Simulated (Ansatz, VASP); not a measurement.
**Li: VASP beside Ansatz**

File INCAR:

```
ALGO = Normal
EDIFF = 1E-6
EDIFFG = -0.005
ENCUT = 600
GGA = PE
IBRION = 2
ISIF = 3
ISMEAR = 0
IVDW = 12
LASPH = True
LCHARG = False
LREAL = False
LWAVE = False
NELM = 100
NSW = 100
PREC = Accurate
SIGMA = 0.1
```

The input KPOINTS:

```
k-points
0
Gamma
  18 18 18
```

POSCAR

```
Li
1.0
    0.0000000000      2.0886081792      2.0886081792
    2.0886081792      0.0000000000      2.0886081792
    2.0886081792      2.0886081792      0.0000000000
Li
1
Direct
    0.0000000000      0.0000000000      0.0000000000
```

Input for Ansatz:

```yaml
crystal:
  lattice:
    - [0.0, 2.0886081792, 2.0886081792]
    - [2.0886081792, 0.0, 2.0886081792]
    - [2.0886081792, 2.0886081792, 0.0]
  atoms:
    - { symbol: Li, position: [0.0, 0.0, 0.0] }
basis:
  ecutwfc: 520.0
kpoints:
  mp_grid: { grid: [18, 18, 18] }
hamiltonian:
  xc: pbe
  dispersion: d3bj
scf:
  occupations: { method: gaussian, width: 0.1 }
output:
  forces: true
  stress: true
  eigenvalues: true
  write_density: true
  write_potential: true
  elf: true
  volumetric_format: npy
relax:
  adjacent_minimum: "off"
  f_tol: 0.005
  max_steps: 80
  cell: { stress_tol: 0.05 }
```

This isn't the form of Li at room conditions, which is bcc.

Alike in both runs: task relaxation of cell and atoms; functional PBE; dispersion D3(BJ); k mesh 18 × 18 × 18; occupations gaussian, width 0.1 eV; no spin polarisation.

```csv
,VASP,Ansatz
version,VASP 6.6.1,Ansatz 0.2.0
potentials or method,"VASP PAW PBE potentials, release 64 (Li_sv)","scalar-relativistic, plane waves, PAW"
plane-wave cutoff (eV),600,520
valence electrons in the cell,3,3
```

|  | VASP | Ansatz | Ansatz less VASP |
| --- | --- | --- | --- |
| gap on the k mesh at the Fermi level, each at its own relaxed structure (eV) | none | none | - |
| relaxed volume (Å³/atom) | 18.10 | 18.22 | +0.126 |
| relaxed cell length with the largest relative difference (Å) | 2.947 | 2.954 | +0.0068 |

A gap of «none» marks a metal or a gap that the smearing closes.

Caveats: the cutoff is under 1.25 times the usual one of these potentials, so pressure, stress and relaxed cells hold a basis-set (Pulay) error (VASP); pairwise dispersion overbinds metals, which lowers pressure and volume.
